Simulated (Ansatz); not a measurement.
# Sensitivity of the gradients in In2O3 to the input

Cell: a COD entry whose atoms were relaxed with PBE, the cell held.

Space group Ia-3 (No. 206); a = 10.1200 Å.

```csv
site,Wyckoff,site symmetry,x,y,z
In1,8b,.-3.,0.2500,0.2500,0.2500
In5,24d,2..,0.9662,0.0000,0.2500
O,48e,1,0.1186,0.1089,0.3453
```

One atom of each set is listed; the run and its k-mesh use a cell of 40 atoms with edges of 8.76, 8.76, 8.76 Å.

Reference run. Method: Kohn–Sham DFT in Ansatz, PBE, plane waves and PAW, scalar-relativistic, 420 eV cutoff, Γ-centred 3×3×3 k-points, Fermi–Dirac smearing 0.02 eV.

Problem. The input is changed as follows: `total_charge`: not typed → 1. What happens to V_zz (10²¹ V/m²) and η?

Solution. 

```csv
site,V_zz reference,η reference,V_zz changed,η changed
In1,8.36,0.00,8.38,0.00
In5,5.28,0.96,-5.00,0.99
O,-2.51,0.43,-2.12,0.85
```

The largest change of V_zz along a kept axis is on O, from -2.51 to -2.12. In per cent, |V_zz| changes by 0 on In, -15 on O (all sites that start above 2, bar those whose gradient vanishes or changes sign or whose main axis turns by over 40°). Where |V_zz| stays above 0.1 and the axes keep their order, η moves most on O, from 0.43 to 0.85. On In5 the largest principal value lies along another axis in the second run, so the two V_zz can't be compared directly. The changed cell holds a charge of +1 on a uniform background, so it isn't the neutral crystal. It has an odd number of electrons and no spin polarisation, so the extra carrier is shared by both spins and spread out, where a real one carries spin and can localise. The gap no longer holds the Fermi energy in the changed run, so its gradients also hang on the k-mesh and the smearing.

On the reference run: At this cell the PBE pressure is 8 GPa, so with PBE the cell would grow if it were relaxed. Without spin–orbit coupling (the program notes it for In) the gradients are little affected as a rule: paired runs on crystals with a gap mostly move them by under 2 % at such atoms. The database positions were far from equilibrium, so the relaxed structure may not be the compound's real one.
